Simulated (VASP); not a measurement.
Runs of VASP 6.6.1 on CdS. The structure is cubic, space group F-43m (No. 216). The conventional cell has a = 5.820 Å, b = 5.820 Å, c = 5.820 Å, α = 90.00°, β = 90.00°, γ = 90.00°. Cd (site symmetry -43m) has 4 S at 2.52 Å as nearest neighbours. Around S (site symmetry -43m) lie 4 Cd at 2.52 Å. 

```csv
task,cell,k mesh,mesh quality,gap on the mesh (eV),pressure (GPa)
single point,as given,8 × 8 × 8,not flagged,1.16,3.7
single point,"atom 2 (S) moved by [0.056569, 0.056569, 0.0] A",8 × 8 × 8,not flagged,1.16,3.8
electric field gradients,as given,4 × 4 × 4,coarse,1.15,3.8
electric field gradients,"volume scaled by 0.98, PAW files",8 × 8 × 8,not flagged,1.21,(a)
```

Alike in all rows: level PBE; potentials or basis VASP PAW PBE potentials, release 64 (Cd, S); no spin polarisation; cutoff (eV) 520; smearing fermi-dirac 0.01 eV.

Q: Fill in the values left out.

A: (a) 5.1.

Caveats: some runs use coarse meshes.

A k mesh can miss the band edges, and the runs leave out spin-orbit coupling on Cd.
